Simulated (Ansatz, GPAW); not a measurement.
# octane-1,8-dithiol between two Al chains: relaxation, then transmission at several levels, part 2 of 4

How well does octane-1,8-dithiol between two Al chains conduct once its atoms have relaxed, and how much do cheaper levels lose?

GPAW 26.7.0 and Ansatz 0.2.0; Ansatz plane waves; relaxation of the junction with the lead ends held; PAW set soft_1 (the session's first sound run).

So far. Step 2 (Relaxation): The relaxation lowered the energy of the cell by 2.51 eV.

## (3) Plane-wave reference (PBE)

A plane-wave run comes first: its basis does not favour the atoms, so it serves as the reference for the orbital bases.

This step: Ansatz plane waves; Landauer transmission by layers, zero bias; PAW set soft_1 (Ansatz 0.2.0).

input.yaml reads:

```yaml
crystal:
  lattice:
    - [12.4410205659, 0.0, 0.0]
    - [0.0, 9.5988907868, 0.0]
    - [0.0, 0.0, 44.395565866]
  atoms:
    - { symbol: Al, position: [0.5, 0.5, 0.0270297264] }
    - { symbol: Al, position: [0.5, 0.5, 0.0810891793] }
    - { symbol: Al, position: [0.5, 0.5, 0.1351486321] }
    - { symbol: Al, position: [0.5, 0.5, 0.189208085] }
    - { symbol: Al, position: [0.5, 0.5, 0.2432675379] }
    - { symbol: Al, position: [0.5814734772, 0.3441153603, 0.2830231773] }
    - { symbol: Al, position: [0.4952982359, 0.507954869, 0.3212635562] }
    - { symbol: S, position: [0.4462405016, 0.6080833613, 0.3648662835] }
    - { symbol: H, position: [0.5769725563, 0.4699422702, 0.3934138522] }
    - { symbol: C, position: [0.4912734476, 0.49323737, 0.3963890237] }
    - { symbol: H, position: [0.4460397049, 0.3953059029, 0.3949972067] }
    - { symbol: H, position: [0.5162027138, 0.6641857122, 0.427296887] }
    - { symbol: C, position: [0.4713061033, 0.5653357977, 0.4267559017] }
    - { symbol: H, position: [0.3856175834, 0.5931504561, 0.4284064359] }
    - { symbol: H, position: [0.5889696612, 0.4469300356, 0.4522925897] }
    - { symbol: C, position: [0.5032434345, 0.475097507, 0.454056152] }
    - { symbol: H, position: [0.4583309025, 0.3760716585, 0.4532936045] }
    - { symbol: H, position: [0.5282234297, 0.645295747, 0.4853810263] }
    - { symbol: C, position: [0.4831540015, 0.5463752868, 0.4846338369] }
    - { symbol: H, position: [0.3974885821, 0.5750526501, 0.4862837474] }
    - { symbol: H, position: [0.5998000896, 0.428651875, 0.5104855825] }
    - { symbol: C, position: [0.514095715, 0.4571550037, 0.5121136883] }
    - { symbol: H, position: [0.4691563034, 0.3581405407, 0.5113364628] }
    - { symbol: H, position: [0.5384975457, 0.6273587395, 0.5435191519] }
    - { symbol: C, position: [0.4937943958, 0.5281885941, 0.5427068244] }
    - { symbol: H, position: [0.4080050667, 0.5560117093, 0.5444694387] }
    - { symbol: H, position: [0.6116852013, 0.4105265829, 0.5683407886] }
    - { symbol: C, position: [0.5258768384, 0.4377313571, 0.5699579531] }
    - { symbol: H, position: [0.4813923929, 0.3385854144, 0.5692980052] }
    - { symbol: H, position: [0.5504055526, 0.6069943076, 0.6019868013] }
    - { symbol: C, position: [0.5053615432, 0.5089934193, 0.6003838704] }
    - { symbol: H, position: [0.4195894442, 0.5318082915, 0.603337788] }
    - { symbol: S, position: [0.5501453113, 0.3929856152, 0.631738437] }
    - { symbol: Al, position: [0.505588986, 0.4894154134, 0.6760612368] }
    - { symbol: Al, position: [0.4240613842, 0.6529534375, 0.7154655229] }
    - { symbol: Al, position: [0.5, 0.5, 0.7567324621] }
    - { symbol: Al, position: [0.5, 0.5, 0.810791915] }
    - { symbol: Al, position: [0.5, 0.5, 0.8648513679] }
    - { symbol: Al, position: [0.5, 0.5, 0.9189108207] }
    - { symbol: Al, position: [0.5, 0.5, 0.9729702736] }
kpoints:
  mp_grid: { grid: [1, 1, 2] }
hamiltonian:
  xc: pbe
  pseudopotentials: { kind: paw, azcp: { folder: soft_1 } }
scf:
  occupations: { method: fermi_dirac, width: 0.1 }
output:
  transmission:
    leads: [[0, 1]]
    e_range: [-2, 2]
    de: 0.025
    kmesh: [1, 1]
    reduced_basis: true
  write_potential: true
  write_density: true
  volumetric_format: npy
  elf: true
```

Run with:

```console
$ ansatz run input.yaml --threads 4 --pin off --max-ram 8192MiB --backend cpu --events-out ev --progress --plain --runs-dir out
```

Numbers of over 12 decimals in the logs are rounded to 6 here.

Output:

```text
[...]
Crystal: 40 atoms, lattice volume = 5301.718 Å³
Basis set: ecut = 420 eV, 103601 PW (Γ)
Bands: 91, of which v1, the nominal top of the filled ones, is band 51 counted from 1 (50 counted from 0)
Symmetry: 1 space group operations
[...]
k-points: 2
[...]
SCF iter   1: F=—  HF=-11586.558014 eV  |F-HF|=—  |Δ(HF+E_count)|=         —  Δρ=2.58e-2  dr2=4.69e1  ethr=3.10e-3  ⟨swp⟩=9.0  Hψ=1072  notcnv=0  defer=11
[...]
SCF iter  14: F=-11570.621633 eV  HF=-11570.621633 eV  |F-HF|=2.42e-8  |Δ(HF+E_count)|=   2.08e-8  Δρ=8.65e-7  dr2=8.48e-8  ethr=9.80e-11  ⟨swp⟩=37.0  Hψ=1733  notcnv=0
SCF 1 converged in 14 iterations: F = -11570.621633 eV  dr2 = 8.48e-8
[...]
transmission: 6 of 55 steps passed
transmission: 11 of 55 steps passed
[...]
transmission: 55 of 55 steps passed
WARN: The output density's exchange-correlation potential varies sharply where the density is thin. Do not read a vacuum level from v_tot or v_xc, or from such a field of the output density. On a cell that repeats whose density bears no net charge and no dipole along the vacuum's axis use v_es (v_loc + v_h of the components); under efield.dipole_correction with no amplitude use v_es + v_field, which holds any externa [...]
SCF converged after 14 iterations
Free energy (F): -11570.621633 eV
[...]
Internal energy: -11570.054167 eV  (E = F + TS)
E sigma→0 (E₀):  -11570.337900 eV
Entropy (-TS):   -0.567466 eV (-14.187 meV/atom)
Fermi energy:    -3.179689 eV
[...]
--- Band table (eV) ---
  k-point 0: bands = [... 47 lower, -3.5072, -3.4507, -3.3235, -3.3021, -3.0832, -3.0624, -2.8041, -2.7011, ... 36 higher]
  k-point 1: bands = [... 47 lower, -3.5071, -3.4507, -3.3239, -3.3021, -3.0832, -3.0617, -2.8042, -2.7020, ... 36 higher]
--- Transmission ---
  basis      : 1053 plane waves across, 55 finite elements along
  points     : 1, standing for a mesh of 1 x 1
  filling    : by the input's occupations and mesh, since the crystals that have channels conduct as metals do. If one of these is a semiconductor, that mesh has misplaced its level
  energies   : 161 from -2.000000 to 2.000000 eV about the Fermi level, 0.025000 eV apart; the leads are filled to 0.000000 eV, and channels, transmission and decay are at 0.000000 eV
  crystal 0  : Al1, at the sites [0, 1], period 2.4000 Å, over 24.00 Å; its Hamiltonian steps by up to 19.0 meV
    offset         : up to 0.0000 Å between an atom of the period and one for which it stands
    filled         : 19.5 meV over the level at which it is neutral
    channels       : 2.000000e0 a spin
    conductance    : 1.2976e14 S/m² at 300 K; may be off by some 0.0 % by where its bands' edges are placed, 0.0 % from the distance to neutral
  junction   : crystal 0 to crystal 0, 0.70 to 42.69 Å
    transmission   : 1.033197e-5 a spin
    conductance    : 6.6439e8 S/m² at 300 K (6.6442e8 on every other energy)
    error estimate : 0.0 % from the energy spacing and 0.0 % from band edges of the leads and from resonances (wavevectors taken as independent; lower de), 5.4 % from the steps of its leads' Hamiltonians or their offsets (lay more layers), 2.9 % from the distance to neutral
    resistance     : 1.5051e3 Ω µm² beyond half of each lead's own
```

The job ended after 2 h (4 threads of Arm Neoverse V2, shared host; peak memory 7.1 GiB; 7 h of CPU time).

The column dr2 measures how far the density is from self-consistency, as an energy; F and HF (Harris–Foulkes) agree once it is small.

This step gave:

```yaml
free_energy: -11570.6216 eV
lead_level: 0 eV from the Fermi level
transmission_at_the_fermi_level_one_spin: 1.03e-5
open_channels_of_the_lead_at_the_fermi_level_one_spin: 2
step_of_the_potential_along_the_lead: 19 meV
offset_of_the_lead: 0 Å
filling_of_the_lead_less_its_bulk_value_in_size: 19.5 meV
conductance: 1.02e-5 G₀
```

One spin. Transmission, zone mean against energy, zero at the Fermi level:

| energy (eV) | transmission, zone mean |
| --- | --- |
| -2.000 | 1.1e-5 |
| -1.800 | 1.6e-5 |
| -1.600 | 1.1e-4 |
| -1.450 | 0.634 |
| -1.400 | 0.00116 |
| -1.200 | 0 |
| -1.000 | 0 |
| -0.800 | 0 |
| -0.600 | 0 |
| -0.400 | 4.2e-8 |
| -0.200 | 5.4e-6 |
| 0.000 | 1.0e-5 |
| 0.200 | 1.2e-5 |
| 0.400 | 1.4e-5 |
| 0.600 | 1.9e-5 |
| 0.800 | 3.0e-5 |
| 1.000 | 1.8e-4 |
| 1.200 | 0.0120 |
| 1.275 | 0.0843 |
| 1.400 | 0.00312 |
| 1.600 | 2.6e-4 |
| 1.800 | 1.1e-4 |
| 2.000 | 6.9e-5 |

One spin. Table of open channels, zone mean by energy, zero at the Fermi level:

energy (eV), open channels, zone mean and a bar:
```
   -2.000       1.00 ##########
   -1.900       1.00 ##########
   -1.800       1.00 ##########
   -1.700       1.00 ##########
   -1.600       1.00 ##########
   -1.500       1.00 ##########
   -1.400       1.00 ##########
   -1.300       1.00 ##########
   -1.200       0.00 
   -1.100       0.00 
   -1.000       0.00 
   -0.900       0.00 
   -0.800       0.00 
   -0.700       0.00 
   -0.600       0.00 
   -0.500       0.00 
   -0.400       1.00 ##########
   -0.300       2.00 ####################
   -0.200       2.00 ####################
   -0.100       2.00 ####################
    0.000       2.00 ####################
    0.100       2.00 ####################
    0.200       2.00 ####################
    0.300       2.00 ####################
    0.400       2.00 ####################
    0.500       2.00 ####################
    0.600       2.00 ####################
    0.700       2.00 ####################
    0.800       2.00 ####################
    0.900       2.00 ####################
    1.000       3.00 ##############################
    1.100       3.00 ##############################
    1.200       3.00 ##############################
    1.300       3.00 ##############################
    1.400       3.00 ##############################
    1.500       3.00 ##############################
    1.600       3.00 ##############################
    1.700       3.00 ##############################
    1.800       3.00 ##############################
    1.900       3.00 ##############################
    2.000       3.00 ##############################
```

Crystal 0, spin -, k parallel (0, 0); distinct values, listed up to 1.5 1/Å. Im kz of the slowest decaying states against energy, zero at the Fermi level:

```
energy (eV)  decay 1 (Å⁻¹)  decay 2 (Å⁻¹)  decay 3 (Å⁻¹)  decay 4 (Å⁻¹)
    -2.0000          0.670          0.671           1.17           1.26
    -1.7500          0.615          0.616           1.14           1.24
    -1.5000          0.555          0.557           1.11           1.21
    -1.2500        0.00648          0.488          0.489           1.08
    -1.0000         0.0797          0.409          0.411           1.05
    -0.7500          0.104          0.312          0.314           1.02
    -0.5000          0.116          0.164          0.169          0.987
    -0.2500          0.121          0.954           1.07           1.12
     0.0000          0.119          0.918           1.04           1.09
     0.2500          0.110          0.882           1.00           1.06
     0.5000         0.0933          0.844          0.971           1.03
     0.7500         0.0625          0.804          0.936          0.997
     1.0000          0.762          0.900          0.964          0.970
     1.2500          0.718          0.863          0.929          0.935
     1.5000          0.670          0.824          0.893          0.899
     1.7500          0.619          0.783          0.855          0.861
     2.0000          0.562          0.740          0.816          0.822
```

Crystal 0, spin -, k parallel (0, 0). Table of Re kz of states that move upwards by energy, zero at the Fermi level:

```csv
energy (eV),channel 1 (Å⁻¹),channel 2 (Å⁻¹),channel 3 (Å⁻¹)
-2.000,1.13,-,-
-1.900,1.15,-,-
-1.800,1.16,-,-
-1.700,1.18,-,-
-1.600,1.20,-,-
-1.500,1.22,-,-
-1.400,1.24,-,-
-1.300,1.27,-,-
-1.200,-,-,-
-1.100,-,-,-
-1.000,-,-,-
-0.900,-,-,-
-0.800,-,-,-
-0.700,-,-,-
-0.600,-,-,-
-0.500,-,-,-
-0.400,0.0366,-,-
-0.300,0.167,0.172,-
-0.200,0.236,0.240,-
-0.100,0.290,0.293,-
0.000,0.335,0.337,-
0.100,0.375,0.377,-
0.200,0.410,0.412,-
0.300,0.443,0.445,-
0.400,0.474,0.476,-
0.500,0.503,0.505,-
0.600,0.530,0.532,-
0.700,0.556,0.558,-
0.800,0.581,0.582,-
0.900,0.605,0.606,-
1.000,-1.26,0.627,0.629
1.100,-1.24,0.649,0.651
1.200,-1.22,0.671,0.672
1.300,-1.20,0.691,0.693
1.400,-1.19,0.712,0.713
1.500,-1.17,0.731,0.732
1.600,-1.16,0.750,0.751
1.700,-1.15,0.769,0.770
1.800,-1.13,0.787,0.788
1.900,-1.12,0.804,0.805
2.000,-1.11,0.822,0.823
```

The electrostatic potential energy of an electron (with the applied field's), less the Fermi level, planar mean oscillates, so the rows of the table below give means over windows of 2 Å about each position, cut where the curve ends. Its first 14 maxima inside the range that stand out by 2 % of the span (Å: eV): 2.4: 3.97, 4.7: 3.96, 7.3: 3.93, 9.6: 3.88, 11.7: 3.44, 15.2: 3.57, 16.9: 3.31, 18.2: 3.36, 19.5: 3.13, 20.9: 3.27, 22.2: 3.08, 23.4: 3.27, 24.7: 3.12, 26.0: 3.35. Its first 14 minima: 1.5: 3.52, 3.8: 3.52, 6.4: 3.51, 8.7: 3.45, 11.2: 3.36, 13.8: 3.18, 16.3: 3.03, 17.6: 2.73, 18.9: 2.62, 20.1: 2.57, 21.6: 2.56, 22.6: 2.56, 24.1: 2.56, 25.3: 2.60.

Table of electrostatic potential energy of an electron (with the applied field's), less the Fermi level, planar mean by z; means over each step:

```
z (Å)  electrostatic potential energy of an electron (with the applied field's), less the Fermi level, planar mean (eV)
    0                                                                                                              3.72
    2                                                                                                              3.72
    4                                                                                                              3.67
    6                                                                                                              3.62
    8                                                                                                              3.61
   10                                                                                                              3.62
   12                                                                                                              3.37
   14                                                                                                              3.25
   16                                                                                                              3.26
   18                                                                                                              3.02
   20                                                                                                              2.92
   22                                                                                                              2.80
   24                                                                                                              2.95
   26                                                                                                              2.94
   28                                                                                                              3.20
   30                                                                                                              3.27
   32                                                                                                              3.37
   34                                                                                                              3.56
   36                                                                                                              3.57
   38                                                                                                              3.65
   40                                                                                                              3.71
   42                                                                                                              3.72
   44                                                                                                              3.63
```

The valence density, planar mean oscillates, so the rows of the table below give means over windows of 1 Å about each position, cut where the curve ends. Its first 14 maxima inside the range that stand out by 2 % of the span (Å: e/Å³): 2.4: 0.0119, 4.7: 0.0120, 7.1: 0.0120, 9.3: 0.0118, 11.7: 0.0167, 13.5: 0.0161, 16.4: 0.0336, 17.5: 0.0478, 18.9: 0.0476, 20.1: 0.0480, 21.6: 0.0481, 22.6: 0.0481, 24.1: 0.0480, 25.3: 0.0476. Its first 14 minima: 1.2: 0.00853, 3.6: 0.00856, 5.9: 0.00864, 8.4: 0.00860, 10.5: 0.00982, 12.6: 0.0131, 14.5: 0.0103, 16.9: 0.0326, 18.2: 0.0272, 19.5: 0.0363, 20.9: 0.0272, 22.2: 0.0364, 23.4: 0.0272, 24.7: 0.0364.

Table of valence density, planar mean by z; means over each step:

z (Å), valence density, planar mean (e/Å³) and a bar from the least value:
```
        0     0.0117 ##
        1     0.0093 
        2     0.0111 ##
        3     0.0105 #
        4     0.0099 #
        5     0.0115 ##
        6     0.0092 
        7     0.0116 ##
        8     0.0098 #
        9     0.0106 #
       10     0.0110 ##
       11     0.0123 ###
       12     0.0153 ######
       13     0.0146 #####
       14     0.0129 ###
       15     0.0147 #####
       16     0.0314 ####################
       17     0.0371 ##########################
       18     0.0349 #######################
       19     0.0415 ##############################
       20     0.0418 ##############################
       21     0.0338 #######################
       22     0.0413 #############################
       23     0.0377 ##########################
       24     0.0401 ############################
       25     0.0420 ##############################
       26     0.0324 #####################
       27     0.0403 ############################
       28     0.0328 ######################
       29     0.0185 #########
       30     0.0112 ##
       31     0.0149 #####
       32     0.0137 ####
       33     0.0142 #####
       34     0.0103 #
       35     0.0115 ##
       36     0.0092 
       37     0.0115 ##
       38     0.0100 #
       39     0.0105 #
       40     0.0112 ##
       41     0.0093 
       42     0.0117 ##
       43     0.0093 
       44     0.0109 ##
```

Electrostatic potential energy in the cb plane at fractional x = 0.491, with atoms of Al and C and H within 0.2 Å of it. With pseudopotentials it is smooth inside the atoms' cores, unlike the true potential.

Ten even steps from '0' (-39 eV) to '9' (1 eV), each cell a mean:
```
99999999999999999999999999999999999999999999
99999999999999999999999999999999999999999999
99999999999999999999999999999999999999999999
99999999999999999999999999999999999999999999
99999999999999999999999999999999999999999999
99999999999999999999999999999999999999999999
99999999999999999999999999998999999999999999
99999999999999999987668999965899998899999999
89998889999998888873016899853799987689999888
78886567899987556762005888500389862148998536
56865655799975675575346424400266730007885000
65756995799975997578885000533410140025244000
56755875799975685589986000688500056661005425
57875556889887555789998536899731389972017888
88988788888888888899999888999975799986368998
99999999988889999999999999999988899997379999
99999999988889999999999999999999999999899999
99999999998999999999999999999999999999999999
99999999999999999999999999999999999999999999
99999999999999999999999999999999999999999999
99999999999999999999999999999999999999999999
99999999999999999999999999999999999999999999
99999999999999999999999999999999999999999999
99999999999999999999999999999999999999999999
```
Columns run along c (16.0 Å, from fractional 0.20 to 0.56 of the cell; values clipped at the 3rd and 97th percentile), rows up along b (9.6 Å). Atoms in or near the plane, at fractional coordinates: Al at (0.24, 0.50), Al at (0.32, 0.51), C at (0.40, 0.49), C at (0.45, 0.48), C at (0.48, 0.55), C at (0.54, 0.53).

ELF in the cb plane at fractional x = 0.491, with atoms of Al and C and H within 0.2 Å of it. It is the smooth field of the valence electrons, not physical close to the nuclei.

Ten even steps from '0' (0.00 × 1e-1) to '9' (9.96 × 1e-1), each cell a mean:
```
00000000000000000000000000000000000000000000
00000000000000000000000000000000000000000000
00000000000000000011100000000000000000000000
00000000000000000123210000010000000000000000
00000000000000002455520002441000122000000000
11001111111000014677740016884000465200013310
22222333333210125889861048996102788500046630
54445555455532247899861059997103899610168751
77666777667763468888851148995103898610278851
88766888678863578876764466565324676521367751
99722688678841278877885786268667503654642353
99525388668736147765751388688559837976861486
99511487557842125432442355465127767743886786
88535887546888643101378741136775324666643566
76557887546899862000479850048996103899720379
53346887545788752000378840048997104999820499
21235777655666641000156520038985004999710499
10124677766554431000013200015662002798500389
00013566766543210000000000002320000365100158
00012356665432110000000000000000000111000013
00001234444321100000000000000000000000000000
00000122332210000000000000000000000000000000
00000001111000000000000000000000000000000000
00000000000000000000000000000000000000000000
```
Columns run along c (16.0 Å, from fractional 0.22 to 0.58 of the cell), rows up along b (9.6 Å). Atoms in or near the plane, at fractional coordinates: Al at (0.24, 0.50), Al at (0.32, 0.51), C at (0.40, 0.49), C at (0.45, 0.48), C at (0.48, 0.55), C at (0.54, 0.53), H at (0.57, 0.34).

[end of part 2 of 4]

[Logs are printed without paths, hosts, clocks, repeated set-up lines and the standing remarks that a program may print on its own settings, such as how far it seeks lower states.]

[Hosts, paths, dates, database ids (printed as entryN), source tags and the programs' standing remarks are cut or masked in the printed files.]
